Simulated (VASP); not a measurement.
# BaTiO3 (R3m) in VASP: a series of runs, part 3 of 3

VASP 6.6.1. Earlier steps stand in the parts before.

**4. Relaxation of shape and atoms at fixed volume, r2SCAN**

INCAR

```
SYSTEM = BaTiO3
ALGO     = Normal         ! electronic algorithm
EDIFF    = 1E-7           ! SCF threshold, eV
EDIFFG   = -0.01          ! ionic threshold
ENCUT    = 600            ! plane-wave cutoff, eV
IBRION   = 2              ! ionic algorithm
ISIF     = 4              ! what is computed and relaxed
ISMEAR   = 0              ! smearing method
KPAR     = 2            
LASPH    = .TRUE.         ! aspherical terms in the spheres
LCHARG   = .FALSE.        ! write CHGCAR
LMIXTAU  = .TRUE.       
LREAL    = .FALSE.        ! projectors in reciprocal space
LWAVE    = .FALSE.        ! write WAVECAR
METAGGA  = R2SCAN         ! meta-GGA
NELM     = 80             ! most SCF steps
NSW      = 40             ! ionic steps
PREC     = Accurate       ! precision mode
SIGMA    = 0.03           ! smearing width, eV
```

KPOINTS

```
k-points
0
G
  9 9 7
  0 0 0
```

POSCAR

```
BaTiO3                                  
1.0
    2.8484236209      1.6445381443      2.3366363764
   -2.8484236209      1.6445381443      2.3366363764
    0.0000000000     -3.2890762885      2.3366363764
  Ba              Ti              O             
     1     1     3
Direct
     0.9975455690696762    0.9975455690696762    0.9975455690696762
     0.4843201647741750    0.4843201647741750    0.4843201647741750
     0.5092703481832136    0.5092703481832136    0.0187935697897123
     0.0187935697897123    0.5092703481832136    0.5092703481832136
     0.5092703481832136    0.0187935697897123    0.5092703481832136
```

Potentials or basis: VASP PAW PBE potentials, release 64 (Ba_sv, Ti_sv, O).

Launch:

```console
cat potpaw_PBE.64/Ba_sv/POTCAR potpaw_PBE.64/Ti_sv/POTCAR potpaw_PBE.64/O/POTCAR > POTCAR
mpirun -np 2 vasp_std > vasp.out
```

OUTCAR:

```text
SYSTEM = BaTiO3
   EDIFF = 1E-7
   EDIFFG = -0.01
   ENCUT = 600
   IBRION = 2
   ISIF = 4
   ISMEAR = 0
   LASPH = .TRUE.
   LREAL = .FALSE.
   METAGGA = R2SCAN
   NELM = 80
   NSW = 40
   PREC = Accurate

 ion  position               nearest neighbor table
   1  0.998  0.998  0.998-   4 2.79   5 2.79   3 2.79   5 2.85   4 2.85   4 2.85   5 2.85   3 2.85
                             3 2.85   4 2.93   5 2.93   3 2.93   2 3.41   2 3.46   2 3.46   2 3.46
   2  0.484  0.484  0.484-   3 1.88   4 1.88   5 1.88   3 2.16   4 2.16   5 2.16   1 3.41   1 3.46
                             1 3.46   1 3.46   1 3.52   1 3.52   1 3.52   1 3.60
   3  0.509  0.509  0.019-   2 1.88   2 2.16   1 2.79   1 2.85   1 2.85   1 2.93
   4  0.019  0.509  0.509-   2 1.88   2 2.16   1 2.79   1 2.85   1 2.85   1 2.93
   5  0.509  0.019  0.509-   2 1.88   2 2.16   1 2.79   1 2.85   1 2.85   1 2.93

  LATTYP: Found a trigonal (rhomboedric) cell.
 ALAT       =     4.0345870158
 COS(alpha) =     0.0031243688

  Lattice vectors:

 A1 = (   2.8484236209,   1.6445381443,   2.3366363764)
 A2 = (  -2.8484236209,   1.6445381443,   2.3366363764)
 A3 = (   0.0000000000,  -3.2890762885,   2.3366363764)

Analysis of symmetry for initial positions (statically):
=====================================================================
 Subroutine PRICEL returns:
 Original cell was already a primitive cell.

 Routine SETGRP: Setting up the symmetry group for a
 trigonal (rhombohedral) supercell.

 Subroutine GETGRP returns: Found  6 space group operations
 (whereof  6 operations were pure point group operations)
 out of a pool of 12 trial point group operations.

The static configuration has the point symmetry C_3v.

Analysis of symmetry for dynamics (positions and initial velocities):
=====================================================================
 Subroutine PRICEL returns:
 Original cell was already a primitive cell.

 Routine SETGRP: Setting up the symmetry group for a
 trigonal (rhombohedral) supercell.

 Subroutine GETGRP returns: Found  6 space group operations
 (whereof  6 operations were pure point group operations)
 out of a pool of 12 trial point group operations.
[... 150 lines left out ...]
  volume/ion in A,a.u.               =      13.13        88.64
  Fermi-wavevector in a.u.,A,eV,Ry     =   1.387707  2.622386 26.201166  1.925731
  Thomas-Fermi vector in A             =   2.511903
   LORBIT       =      0    0 simple, 1 ext, 2 COOP (PROOUT), +10 PAW based schemes
   METAGGA = R2SCAN    functional components
   LHFCALC =     F    Hartree Fock is set to
   AEXX    =    0.0000 exact exchange contribution
   IVDW    =     0    specifies the selected vdW correction
   LEPSILON=     F    determine dielectric tensor
   LRPA    =     F    only Hartree local field effects (RPA)
 conjugate gradient relaxation of ions
 non-spin polarized calculation
 Gauss-broadening in eV      SIGMA  =   0.03
  energy-cutoff  :      600.00
  volume of cell :       65.67
 maximum number of plane-waves:      2230
   NGX = 17   NGY = 17   NGZ = 17

 number of electron      39.9999998 magnetization

 Free energy of the ion-electron system (eV)
  ---------------------------------------------------
  ext. energy  EPLUGINS =         0.00000000
  ---------------------------------------------------
  free energy    TOTEN  =       -74.28247469 eV

  energy without entropy =      -74.28247469  energy(sigma->0) =      -74.28247469

 E-fermi :   3.4920     XC(G=0): -11.7623

 val. band max:        3.2411690728   @ k =   0.4444   0.4444   0.4286
 cond. band min:       6.0462593698   @ k =   0.0000   0.0000   0.0000
 fundamental gap:      2.8050902970
 Fermi energy:         3.4920098076

 k-point     1 :       0.0000    0.0000    0.0000
  band No.  band energies     occupation
      1     -55.3019      2.00000
      2     -30.4943      2.00000
      3     -30.4936      2.00000
      4     -30.4936      2.00000
      5     -22.2313      2.00000
      6     -14.4587      2.00000
[... 637 lines left out ...]
     23       7.7386      0.00000
     24       8.5514      0.00000

 [... further k-points ...]
[... 5 lines left out ...]
  --------------------------------------------------------------------------------------
  -------------------------------------------------------------------------------------
  Total       -0.0003294     -0.0003294      0.0048075      0.0000000      0.0000000     -0.0000000
  in kB       -0.0080371     -0.0080371      0.1172841      0.0000000      0.0000000     -0.0000000
  external PRESSURE =       0.0337366 kB  Pullay stress =       0.0000000 kB

 VOLUME and BASIS-vectors are now :
 -----------------------------------------------------------------------------
  energy-cutoff  :      600.00
  volume of cell :       65.67
      direct lattice vectors                 reciprocal lattice vectors
     2.848423621  1.644538144  2.336636376     0.175535688  0.101345577  0.142655202
    -2.848423621  1.644538144  2.336636376    -0.175535688  0.101345577  0.142655202
     0.000000000 -3.289076289  2.336636376     0.000000000 -0.202691153  0.142655202

 POSITION                                       TOTAL-FORCE (eV/Angst)
 -----------------------------------------------------------------------------------
      0.00000      0.00000      6.99270        -0.000000      0.000000      0.001454
      0.00000      0.00000      3.39504        -0.000000     -0.000000     -0.002277
      0.00000      1.61322      2.42387        -0.000000      0.002710      0.000274
     -1.39709     -0.80661      2.42387        -0.002347     -0.001355      0.000274
      1.39709     -0.80661      2.42387         0.002347     -0.001355      0.000274
 -----------------------------------------------------------------------------------
    total drift:                                0.000000     -0.000000     -0.010487

  FREE ENERGIE OF THE ION-ELECTRON SYSTEM (eV)
  ---------------------------------------------------
  free  energy   TOTEN  =       -74.2824746872 eV

  energy  without entropy=      -74.2824746872  energy(sigma->0) =      -74.28247469

 reached required accuracy - stopping structural energy minimisation
```

OSZICAR:

```text
N       E                     dE             d eps       ncg     rms          rms(c)
DAV:   1     0.462527951674E+03    0.46253E+03   -0.23729E+04  7680   0.205E+03
DAV:   2    -0.380574824603E+02   -0.50059E+03   -0.49296E+03  9280   0.536E+02
DAV:   3    -0.942739467025E+02   -0.56216E+02   -0.55270E+02 11296   0.163E+02
DAV:   4    -0.968876561772E+02   -0.26137E+01   -0.26119E+01 11232   0.327E+01
[... 12 lines left out ...]
DAV:  17    -0.742824759485E+02   -0.10634E-04   -0.30686E-05 10152   0.500E-02    0.133E-02
DAV:  18    -0.742824736730E+02    0.22754E-05   -0.18203E-06  9712   0.130E-02    0.162E-02
DAV:  19    -0.742824712335E+02    0.24395E-05   -0.47589E-06  9256   0.236E-02    0.538E-03
DAV:  20    -0.742824746639E+02   -0.34304E-05   -0.29011E-06  8856   0.177E-02    0.202E-03
DAV:  21    -0.742824746872E+02   -0.23313E-07   -0.72666E-07  9416   0.784E-03
   1 F= -.74282475E+02 E0= -.74282475E+02  d E =-.742825E+02
```

Wall time 2.9 min (2 MPI ranks of Intel Xeon 6975P-C (Granite Rapids), shared host); peak memory 0.43 GiB.

Results:

- Free energy: -74.2825 eV
- Pressure after relaxing: 0.0 GPa
- Band gap on the k mesh: 2.81 eV, indirect (least direct gap 3.21 eV)

Forces in eV/Å, atoms in the order of the input:
```
Ba   0.000  0.000  0.001
Ti   0.000  0.000 -0.002
O    0.000  0.003  0.000
O   -0.002 -0.001  0.000
O    0.002 -0.001  0.000
```

Final structure:
```yaml
crystal:
  lattice:
    - [2.84842, 1.64454, 2.33664]
    - [-2.84842, 1.64454, 2.33664]
    - [0.00000, -3.28908, 2.33664]
  atoms:
    - { symbol: Ba, position: [0.99755, 0.99755, 0.99755] }
    - { symbol: Ti, position: [0.48432, 0.48432, 0.48432] }
    - { symbol: O, position: [0.50927, 0.50927, 0.01879] }
    - { symbol: O, position: [0.01879, 0.50927, 0.50927] }
    - { symbol: O, position: [0.50927, 0.01879, 0.50927] }
```

Caveat: the relaxation stopped at its first step, so nothing moved; the PAW data sets were made with another functional, which shifts forces and pressure a little; spin-orbit coupling is left out, which moves the levels of the heavy elements; an odd mesh through Γ misses points on the zone boundary, where band edges often lie. r2SCAN opens gaps a little over a GGA but as a rule still falls short of measured ones.

**5. Relaxation of shape and atoms at fixed volume, r2SCAN (a relaxed cell with its volume scaled by 1.02)**

INCAR is that of step 4.

KPOINTS is that of step 4.

POSCAR, as its differences from that of step 4:

```diff
@@ -2,5 +2,5 @@
 1.0
-    2.8484236209      1.6445381443      2.3366363764
-   -2.8484236209      1.6445381443      2.3366363764
-    0.0000000000     -3.2890762885      2.3366363764
+    2.8672879032      1.6554294427      2.3521112404
+   -2.8672879032      1.6554294427      2.3521112404
+    0.0000000000     -3.3108588855      2.3521112404
   Ba              Ti              O
```

Launch:

```console
cat potpaw_PBE.64/Ba_sv/POTCAR potpaw_PBE.64/Ti_sv/POTCAR potpaw_PBE.64/O/POTCAR > POTCAR
mpirun -np 2 vasp_std > vasp.out
```

Run time: 11 min. Hardware: 2 MPI ranks of Intel Xeon 6975P-C (Granite Rapids), shared host; peak memory 0.44 GiB.

The run converged. Its results:

* Free energy: -74.2763 eV
* Energy gained by relaxing: 0.9 meV/atom
* Ionic steps: 7
* Pressure after relaxing: -2.1 GPa
* Largest force after relaxing: 0.009 eV/Å
* Band gap on the k mesh: 2.93 eV, indirect (least direct gap 3.37 eV)

Forces in eV/Å, atoms in the order of the input:
```
Ba   0.000  0.000 -0.009
Ti   0.000  0.000  0.007
O    0.000 -0.003  0.001
O    0.003  0.002  0.001
O   -0.003  0.002  0.001
```

Step by step:
| step | energy change (eV) | largest force (eV/Å) | pressure (GPa) |
| --- | --- | --- | --- |
| 1 | 0.0000 | 0.2143 | -3.28 |
| 2 | -0.0038 | 0.0970 | -2.59 |
| 3 | -0.0043 | 0.0423 | -2.25 |
| 4 | -0.0043 | 0.0428 | -2.23 |
| 5 | -0.0046 | 0.0335 | -2.18 |
| 6 | -0.0047 | 0.0248 | -2.13 |
| 7 | -0.0047 | 0.0086 | -2.14 |

Final structure:
```
Ba Ti O
1.0
     2.86548    1.65439    2.35508
    -2.86548    1.65439    2.35508
     0.00000   -3.30877    2.35508
Ba Ti O
1 1 3
Direct
  0.99646 0.99646 0.99646
  0.48161 0.48161 0.48161
  0.50987 0.50987 0.02138
  0.02138 0.50987 0.50987
  0.50987 0.02138 0.50987
```

Levels at points of the mesh, in eV from the valence-band top:
```
           k point  band 16  band 17  band 18  band 19  band 20  band 21  band 22  band 23  band 24
(0.00, 0.00, 0.00)    -1.30    -0.98    -0.60    -0.48    -0.48     2.93     2.93     3.08     4.77
```

Caveat: the PAW data sets were made with another functional, which shifts forces and pressure a little; spin-orbit coupling is left out, which moves the levels of the heavy elements; an odd mesh through Γ misses points on the zone boundary, where band edges often lie.

**6. The runs side by side**

| cell | gap on the mesh (eV) | pressure (GPa) | largest force (eV/Å) |
| --- | --- | --- | --- |
| atoms relaxed at fixed volume from: a relaxed cell with its volume scaled by 0.96 | 2.54 | 5.4 | - |
| atoms relaxed at fixed volume from: a relaxed cell with its volume scaled by 0.98 | 2.67 | 2.5 | 0.01 |
| atoms relaxed at fixed volume | 2.81 | 0.0 | - |
| atoms relaxed at fixed volume from: a relaxed cell with its volume scaled by 1.02 | 2.93 | -2.1 | 0.01 |

Alike in all rows: task relaxation of shape and atoms at fixed volume; level r2SCAN; potentials or basis VASP PAW PBE potentials, release 64 (Ba_sv, Ti_sv, O); no spin polarisation; k mesh 9 × 9 × 7; cutoff (eV) 600; smearing gaussian 0.03 eV.

Caveats: the PAW data sets were made with another functional, which shifts forces and pressure a little; spin-orbit coupling is left out, which moves the levels of the heavy elements; an odd mesh through Γ misses points on the zone boundary, where band edges often lie; the relaxation stopped at its first step, so nothing moved (some runs).

Total energies depend on the potentials used, so only differences within one code and one set of settings carry meaning.
